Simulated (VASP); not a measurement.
# ZnS (Wurtzite-2H) (P6_3mc) in VASP: further runs

ZnS (Wurtzite-2H) is run at these levels: PBEsol, PBE, r2SCAN; tasks: single point.

All numbers are computed with VASP 6.6.1; they aren't measurements. Logs are shortened: lines on timing, memory, paths and dates and some standing lists are left out, and cuts for length are marked.

**What was measured.**

A printed reference work, monograph reports, for a bulk crystal of ZnS at 4 K: band gap 3.911 eV (direct).

How close the calculation comes is told below.

## 1. The cell of the first run

The structure is hexagonal, space group P6_3mc (No. 186). The conventional cell has a = 3.782 Å, b = 3.782 Å, c = 6.209 Å, α = 90.00°, β = 90.00°, γ = 120.00°. Within 3.1 Å of Zn (site symmetry 3m) lie 4 S at 2.32 Å. S (site symmetry 3m) has 4 Zn at 2.32 Å within 3.1 Å.

## 2. Single point, PBEsol

File INCAR:

```
PREC = Accurate ; ENCUT = 520
EDIFF = 1E-7 ; ISMEAR = -1
SIGMA = 0.02 ; LREAL = False
LASPH = True ; NELM = 60
ALGO = Normal ; ISIF = 2
LWAVE = False ; LCHARG = True
GGA = PS ; LELF = True
LVHAR = True ; NBANDS = 26
```

File KPOINTS:

```
Automatic mesh
0
Gamma
  12 12 4
```

File POSCAR:

```
ZnS
1.0
    3.7817384718      0.0000000000      0.0000000000
   -1.8908692359      3.2750815871      0.0000000000
    0.0000000000      0.0000000000      6.2091404103
Zn S
2 2
Direct
    0.3333333333      0.6666666667      0.0054453373
    0.6666666667      0.3333333333      0.5054453373
    0.3333333333      0.6666666667      0.3795546627
    0.6666666667      0.3333333333      0.8795546627
```

Potentials or basis: VASP PAW PBE potentials, release 64 (Zn, S).

Command:

```console
cat potpaw_PBE.64/Zn/POTCAR potpaw_PBE.64/S/POTCAR > POTCAR
mpirun -np 1 vasp_std > vasp.out
```

OUTCAR:

```text
PREC = Accurate
   ENCUT = 520
   EDIFF = 1E-7
   ISMEAR = -1
   LREAL = False
   LASPH = True
   NELM = 60
   ISIF = 2
   GGA = PS

 ion  position               nearest neighbor table
   1  0.333  0.667  0.005-   4 2.32   4 2.32   4 2.32   3 2.32
   2  0.667  0.333  0.505-   3 2.32   3 2.32   3 2.32   4 2.32
   3  0.333  0.667  0.380-   2 2.32   2 2.32   2 2.32   1 2.32
   4  0.667  0.333  0.880-   1 2.32   1 2.32   1 2.32   2 2.32

  LATTYP: Found a hexagonal cell.
 ALAT       =     3.7817384718
 C/A-ratio  =     1.6418746184

  Lattice vectors:

 A1 = (   3.7817384718,   0.0000000000,   0.0000000000)
 A2 = (  -1.8908692359,   3.2750815871,   0.0000000000)
 A3 = (   0.0000000000,   0.0000000000,   6.2091404103)

Analysis of symmetry for initial positions (statically):
=====================================================================
 Subroutine PRICEL returns:
 Original cell was already a primitive cell.

 Routine SETGRP: Setting up the symmetry group for a
 hexagonal supercell.

 Subroutine GETGRP returns: Found 12 space group operations
 (whereof  6 operations were pure point group operations)
 out of a pool of 24 trial point group operations.

The static configuration has the point symmetry C_3v.
 The point group associated with its full space group is C_6v.

Analysis of symmetry for dynamics (positions and initial velocities):
=====================================================================
 Subroutine PRICEL returns:
 Original cell was already a primitive cell.

 Routine SETGRP: Setting up the symmetry group for a
 hexagonal supercell.

 Subroutine GETGRP returns: Found 12 space group operations
 (whereof  6 operations were pure point group operations)
 out of a pool of 24 trial point group operations.

The dynamic configuration has the point symmetry C_3v.
 The point group associated with its full space group is C_6v.

 Subroutine INISYM returns: Found 12 space group operations
 (whereof  6 operations are pure point group operations),
 and found     1 'primitive' translations

----------------------------------------------------------------------------------------

                                     Primitive cell

  volume of cell :      76.9033

  direct lattice vectors                    reciprocal lattice vectors
     3.781738472  0.000000000  0.000000000     0.264428650  0.152667952  0.000000000
    -1.890869236  3.275081587  0.000000000     0.000000000  0.305335905  0.000000000
     0.000000000  0.000000000  6.209140410     0.000000000  0.000000000  0.161052889

  length of vectors
     3.781738472  3.781738472  6.209140410     0.305335905  0.305335905  0.161052889

  position of ions in fractional coordinates (direct lattice)
     0.333333333  0.666666667  0.005445337
     0.666666667  0.333333333  0.505445337
     0.333333333  0.666666667  0.379554663
     0.666666667  0.333333333  0.879554663

  ion indices of the primitive-cell ions
   primitive index   ion index
                 1           1
                 2           2
                 3           3
                 4           4

----------------------------------------------------------------------------------------

 KPOINTS: Automatic mesh

Automatic generation of k-mesh.
 Grid dimensions read from file:
 generate k-points for:   12   12    4

 Generating k-lattice:

  Cartesian coordinates                     Fractional coordinates (reciprocal lattice)
     0.022035721  0.012722329  0.000000000     0.083333333  0.000000000  0.000000000
     0.000000000  0.025444659  0.000000000     0.000000000  0.083333333  0.000000000
     0.000000000  0.000000000  0.040263222     0.000000000  0.000000000  0.250000000

  Length of vectors
     0.025444659  0.025444659  0.040263222

  Shift w.r.t. Gamma in fractional coordinates (k-lattice)
     0.000000000  0.000000000  0.000000000

 Subroutine IBZKPT returns following result:
 ===========================================

 Found     57 irreducible k-points:

 Following reciprocal coordinates:
            Coordinates               Weight
  0.000000  0.000000  0.000000      1.000000
  0.083333  0.000000  0.000000      6.000000
  0.166667  0.000000  0.000000      6.000000
  0.250000  0.000000  0.000000      6.000000
  0.333333 -0.000000  0.000000      6.000000
  0.416667 -0.000000  0.000000      6.000000
[... 16 lines left out ...]
  0.250000  0.000000  0.250000     12.000000
  0.333333 -0.000000  0.250000     12.000000
 [... further k-points ...]
   k-points           NKPTS =     57   k-points in BZ     NKDIM =     57   number of bands    NBANDS=     26
   number of dos      NEDOS =    301   number of ions     NIONS =      4
   total plane-waves  NPLWV =  37632
   dimension x,y,z NGX =    28 NGY =   28 NGZ =   48
   dimension x,y,z NGXF=    56 NGYF=   56 NGZF=   96
   ions per type =               2   2
   NGX,Y,Z   is equivalent  to a cutoff of  12.31, 12.31, 12.85 a.u.
   NGXF,Y,Z  is equivalent  to a cutoff of  24.62, 24.62, 25.70 a.u.
 SYSTEM =  unknown system
   PREC   = accura    normal or accurate (medium, high low for compatibility)
   ISTART =      0    job   : 0-new  1-cont  2-samecut
   ICHARG =      2    charge: 1-file 2-atom 10-const
   ISPIN  =      1    spin polarized calculation?
   LNONCOLLINEAR =      F non collinear calculations
   LSORBIT =      F    spin-orbit coupling
   LASPH  =      T    aspherical Exc in radial PAW
   ENCUT  =  520.0 eV  38.22 Ry    6.18 a.u.   7.03  7.03 11.54*2*pi/ulx,y,z
   NELM   =     60;   NELMIN=  2; NELMDL= -5     # of ELM steps
   EDIFF  = 0.1E-06   stopping-criterion for ELM
   LREAL  =      F    real-space projection
   EDIFFG = 0.1E-05   stopping-criterion for IOM
   NSW    =      0    number of steps for IOM
   IBRION =     -1    ionic relax: 0-MD 1-quasi-New 2-CG
   NFREE  =      0    steps in history (QN), initial steepest desc. (CG)
   ISIF   =      2    stress and relaxation
   ISYM   =      2    0-nonsym 1-usesym 2-fastsym
   POTIM  = 0.5000    time-step for ionic-motion
   TEBEG  =    0.0;   TEEND  =   0.0 temperature during run
   PSTRESS=    0.0 pullay stress
   NELECT =      36.0000    total number of electrons
   NUPDOWN=      -1.0000    fix difference up-down
   EMIN   =  10.00;   EMAX   =-10.00  energy-range for DOS
   EFERMI =   0.00;   METHOD = LEGACY
   ISMEAR =    -1;   SIGMA  =   0.02  broadening in eV -4-tet -1-fermi 0-gaus
   EFERMI_NEDOS =   21; number of points for ismear=-14 and -15
   IALGO  =     38    algorithm
   IMIX   =      4    mixing-type and parameters
     AMIX     =   0.40;   BMIX     =  1.00
     AMIX_MAG =   1.60;   BMIX_MAG =  1.00
  volume/ion in A,a.u.               =      19.23       129.74
  Fermi-wavevector in a.u.,A,eV,Ry     =   1.271142  2.402110 21.984310  1.615801
  Thomas-Fermi vector in A             =   2.404091
   LORBIT       =      0    0 simple, 1 ext, 2 COOP (PROOUT), +10 PAW based schemes
   GGA     = PS    functional components
   LHFCALC =     F    Hartree Fock is set to
   AEXX    =    0.0000 exact exchange contribution
   IVDW    =     0    specifies the selected vdW correction
   LEPSILON=     F    determine dielectric tensor
   LRPA    =     F    only Hartree local field effects (RPA)
 non-spin polarized calculation
  energy-cutoff  :      520.00
  volume of cell :       76.90
 maximum number of plane-waves:      2086
   NGX = 15   NGY = 15   NGZ = 23

 number of electron      36.0000003 magnetization

 Free energy of the ion-electron system (eV)
  ---------------------------------------------------
  ext. energy  EPLUGINS =         0.00000000
  ---------------------------------------------------
  free energy    TOTEN  =       -15.16738727 eV

  energy without entropy =      -15.16738727  energy(sigma->0) =      -15.16738727

 E-fermi :   2.6781     XC(G=0):  -9.9639

 val. band max:        2.2784193596   @ k =   0.0000   0.0000   0.0000
 cond. band min:       4.4387240117   @ k =   0.0000   0.0000   0.0000
 fundamental gap:      2.1603046521
 Fermi energy:         2.6780572146

 k-point     1 :       0.0000    0.0000    0.0000
  band No.  band energies     occupation
      1     -11.0895      2.00000
      2     -10.0935      2.00000
      3      -4.2105      2.00000
      4      -4.1938      2.00000
      5      -4.1938      2.00000
      6      -4.1081      2.00000
[... 18 lines left out ...]
     25       9.9067      0.00000
     26      11.4752      0.00000

 k-point     2 :       0.0833    0.0000    0.0000
  band No.  band energies     occupation
      1     -11.0395      2.00000
      2     -10.0650      2.00000
      3      -4.2059      2.00000
      4      -4.1932      2.00000
      5      -4.1838      2.00000
      6      -4.1040      2.00000
[... 18 lines left out ...]
     25      10.1286      0.00000
     26      11.1507      0.00000

 k-point     3 :       0.1667    0.0000    0.0000
  band No.  band energies     occupation
      1     -10.8962      2.00000
      2      -9.9878      2.00000
      3      -4.2138      2.00000
      4      -4.1715      2.00000
      5      -4.1579      2.00000
      6      -4.0859      2.00000
[... 18 lines left out ...]
     25      10.4315      0.00000
     26      10.7394      0.00000

 k-point     4 :       0.2500    0.0000    0.0000
  band No.  band energies     occupation
      1     -10.6803      2.00000
      2      -9.8863      2.00000
      3      -4.2212      2.00000
      4      -4.1450      2.00000
      5      -4.1273      2.00000
      6      -4.0387      2.00000
[... 18 lines left out ...]
     25      10.7383      0.00000
     26      11.0673      0.00000

 k-point     5 :       0.3333   -0.0000    0.0000
  band No.  band energies     occupation
      1     -10.4297      2.00000
      2      -9.7980      2.00000
      3      -4.2144      2.00000
      4      -4.1151      2.00000
      5      -4.1032      2.00000
      6      -3.9570      2.00000
[... 18 lines left out ...]
     25      10.8621      0.00000
     26      11.9822      0.00000

 k-point     6 :       0.4167   -0.0000    0.0000
  band No.  band energies     occupation
      1     -10.2056      2.00000
      2      -9.7584      2.00000
      3      -4.2014      2.00000
      4      -4.0903      2.00000
      5      -4.0549      2.00000
      6      -3.8942      2.00000
[... 427 lines left out ...]
 k-point    21 :       0.0833    0.0000    0.2500
  band No.  band energies     occupation
      1     -10.9165      2.00000
      2     -10.2317      2.00000
      3      -4.2234      2.00000
      4      -4.1787      2.00000
      5      -4.1746      2.00000
      6      -4.1249      2.00000
[... 18 lines left out ...]
     25       9.7608      0.00000
     26      10.6820      0.00000

 k-point    22 :       0.1667    0.0000    0.2500
  band No.  band energies     occupation
      1     -10.7795      2.00000
      2     -10.1401      2.00000
      3      -4.2316      2.00000
      4      -4.1650      2.00000
      5      -4.1461      2.00000
      6      -4.1098      2.00000
[... 18 lines left out ...]
     25      10.3495      0.00000
     26      10.6254      0.00000

 k-point    23 :       0.2500    0.0000    0.2500
  band No.  band energies     occupation
      1     -10.5749      2.00000
      2     -10.0146      2.00000
      3      -4.2384      2.00000
      4      -4.1578      2.00000
      5      -4.1108      2.00000
      6      -4.0567      2.00000
[... 18 lines left out ...]
     25      10.7087      0.00000
     26      11.1761      0.00000

 k-point    24 :       0.3333   -0.0000    0.2500
  band No.  band energies     occupation
      1     -10.3414      2.00000
      2      -9.8941      2.00000
      3      -4.2340      2.00000
      4      -4.1460      2.00000
      5      -4.0809      2.00000
      6      -3.9714      2.00000
[... 18 lines left out ...]
     25      11.0428      0.00000
     26      12.0698      0.00000

 [... further k-points ...]
[... 5 lines left out ...]
  --------------------------------------------------------------------------------------
  -------------------------------------------------------------------------------------
  Total        0.0987233      0.0987233      0.0834308      0.0000000      0.0000000      0.0000000
  in kB        2.0567680      2.0567680      1.7381691      0.0000000      0.0000000      0.0000000
  external PRESSURE =       1.9505684 kB  Pullay stress =       0.0000000 kB

 VOLUME and BASIS-vectors are now :
 -----------------------------------------------------------------------------
  energy-cutoff  :      520.00
  volume of cell :       76.90
      direct lattice vectors                 reciprocal lattice vectors
     3.781738472  0.000000000  0.000000000     0.264428650  0.152667952  0.000000000
    -1.890869236  3.275081587  0.000000000     0.000000000  0.305335905  0.000000000
     0.000000000  0.000000000  6.209140410     0.000000000  0.000000000  0.161052889

 POSITION                                       TOTAL-FORCE (eV/Angst)
 -----------------------------------------------------------------------------------
     -0.00000      2.18339      0.03381        -0.000000      0.000000      0.000469
      1.89087      1.09169      3.13838         0.000000     -0.000000      0.000469
     -0.00000      2.18339      2.35671         0.000000      0.000000     -0.000469
      1.89087      1.09169      5.46128         0.000000      0.000000     -0.000469
 -----------------------------------------------------------------------------------
    total drift:                               -0.000000     -0.000000     -0.000334

  FREE ENERGIE OF THE ION-ELECTRON SYSTEM (eV)
  ---------------------------------------------------
  free  energy   TOTEN  =       -15.1673872680 eV

  energy  without entropy=      -15.1673872680  energy(sigma->0) =      -15.16738727
```

Wall time 87 s (1 thread of Intel Xeon Platinum 8259CL at 2.50GHz (Skylake/Cascade Lake), shared host); peak memory 0.24 GiB.

Results:

```yaml
Free_energy: -15.1674 eV
Pressure: 0.2 GPa
Band_gap_on_the_k_mesh: 2.16 eV, direct
```

Levels at points of the mesh, in eV from the valence-band top:
```csv
k point,band 14,band 15,band 16,band 17,band 18,band 19,band 20,band 21,band 22,band 23
"(0.00, 0.00, 0.00)",-0.94,-0.94,-0.09,0.00,0.00,2.16,3.03,6.21,6.21,6.46
"(0.50, 0.00, 0.00)",-4.26,-3.43,-2.35,-1.79,-0.93,3.52,4.20,4.96,6.80,7.40
"(0.00, 0.00, 0.50)",-2.97,-0.49,-0.49,-0.49,-0.49,3.51,3.51,6.67,6.67,6.67
"(0.50, 0.00, 0.50)",-5.03,-1.72,-1.72,-1.69,-1.69,3.41,3.41,5.10,5.10,8.76
```

Caveat: the PAW data sets were made with another functional, which shifts forces and pressure a little.

## 3. Single point, PBE

This run uses another cell than the first one, of 20.19 Å³/atom, 1.050 times its volume.

File INCAR:

```
SYSTEM = ZnS
  PREC = Accurate
  ENCUT = 520
  EDIFF = 1E-6
  ISMEAR = -1
  SIGMA = 0.02
  LREAL = .False.
  LASPH = .True.
  NELM = 100
  ALGO = Normal
  ISIF = 2
  LWAVE = .False.
  LCHARG = .False.
  GGA = PE
  NBANDS = 26
```

File KPOINTS:

```
Automatic mesh
0
Gamma
  12 12 4
  0 0 0
```

File POSCAR:

```
ZnS
1.0
    3.8458061758      0.0000000000      0.0000000000
   -1.9229030879      3.3305658462      0.0000000000
    0.0000000000      0.0000000000      6.3041241513
Zn S
2 2
Direct
    0.3333333333      0.6666666667      0.0052034822
    0.6666666667      0.3333333333      0.5052034822
    0.3333333333      0.6666666667      0.3797965178
    0.6666666667      0.3333333333      0.8797965178
```

Potentials or basis: VASP PAW PBE potentials, release 64 (Zn, S).

Command:

```console
cat potpaw_PBE.64/Zn/POTCAR potpaw_PBE.64/S/POTCAR > POTCAR
mpirun -np 1 vasp_std > vasp.out
```

It took 98 s on 1 thread of Intel Xeon Platinum 8259CL at 2.50GHz (Skylake/Cascade Lake), shared host; peak memory 0.25 GiB.

It converged, with:

```yaml
Free_energy: -13.6938 eV
Pressure: 0.1 GPa
Band_gap_on_the_k_mesh: 2.08 eV, direct
```

Levels at points of the mesh, in eV from the valence-band top:
```tsv
k point	band 16	band 17	band 18	band 19	band 20	band 21
(0.00, 0.00, 0.00)	-0.07	0.00	0.00	2.08	3.05	6.33
(0.50, 0.00, 0.00)	-2.14	-1.61	-0.85	3.68	4.18	5.14
(0.00, 0.00, 0.50)	-0.45	-0.45	-0.45	3.48	3.48	6.76
(0.50, 0.00, 0.50)	-1.56	-1.54	-1.54	3.54	3.54	5.24
```

## 4. Single point, r2SCAN

This run uses another cell than the first one, of 19.61 Å³/atom, 1.020 times its volume.

File POSCAR:

```
ZnS
1.0
    3.8071395368      0.0000000000      0.0000000000
   -1.9035697684      3.2970795546      0.0000000000
    0.0000000000      0.0000000000      6.2477592740
Zn S
2 2
Direct
    0.3333333333      0.6666666667      0.0053942594
    0.6666666667      0.3333333333      0.5053942594
    0.3333333333      0.6666666667      0.3796057406
    0.6666666667      0.3333333333      0.8796057406
```

File INCAR.step1:

```
  ALGO = Normal
  EDIFF = 1E-4
  ENCUT = 520
  GGA = PE
  ISMEAR = -1
  LASPH = True
  LCHARG = False
  LREAL = False
  LWAVE = True
  NBANDS = 26
  NELM = 80
  PREC = Accurate
  SIGMA = 0.02
```

File INCAR.step2:

```
  ALGO = Normal
  EDIFF = 1E-6
  ENCUT = 520
  ISIF = 2
  ISMEAR = -1
  ISTART = 1
  LASPH = True
  LCHARG = True
  LELF = True
  LMIXTAU = True
  LREAL = False
  LVHAR = True
  LWAVE = False
  METAGGA = R2SCAN
  NBANDS = 26
  NELM = 80
  PREC = Accurate
  SIGMA = 0.02
```

File KPOINTS:

```
k-points
0
Gamma
  12 12 4
```

Command:

```console
cat potpaw_PBE.64/Zn/POTCAR potpaw_PBE.64/S/POTCAR > POTCAR
cp INCAR.step1 INCAR
mpirun -np 1 vasp_std > vasp.out
cp INCAR.step2 INCAR
mpirun -np 1 vasp_std > vasp.out
```

Run time: 4.8 min. Hardware: 1 thread of Intel Xeon Platinum 8259CL at 2.50GHz (Skylake/Cascade Lake), shared host; peak memory 0.25 GiB.

Results (log left out):

```yaml
Free_energy: -37.7237 eV
Pressure: 0.0 GPa
Band_gap_on_the_k_mesh: 2.78 eV, direct
```

Forces on the atoms (eV/Å):
```
Zn   0.000  0.000  0.003
Zn   0.000  0.000  0.003
S    0.000  0.000 -0.003
S    0.000  0.000 -0.003
```

Levels at points of the mesh, in eV from the valence-band top:
```
           k point  band 14  band 15  band 16  band 17  band 18  band 19  band 20  band 21  band 22  band 23
(0.00, 0.00, 0.00)    -0.92    -0.92    -0.09     0.00     0.00     2.78     3.62     6.80     6.80     7.07
(0.50, 0.00, 0.00)    -4.18    -3.35    -2.31    -1.73    -0.91     4.05     4.77     5.45     7.37     7.99
(0.00, 0.00, 0.50)    -2.90    -0.48    -0.48    -0.48    -0.48     4.11     4.11     7.26     7.26     7.26
(0.50, 0.00, 0.50)    -4.95    -1.68    -1.68    -1.66    -1.66     3.96     3.96     5.66     5.66     9.38
```

Caveat: the PAW data sets were made with another functional, which shifts forces and pressure a little.

(Continued in part 2 of 2.)
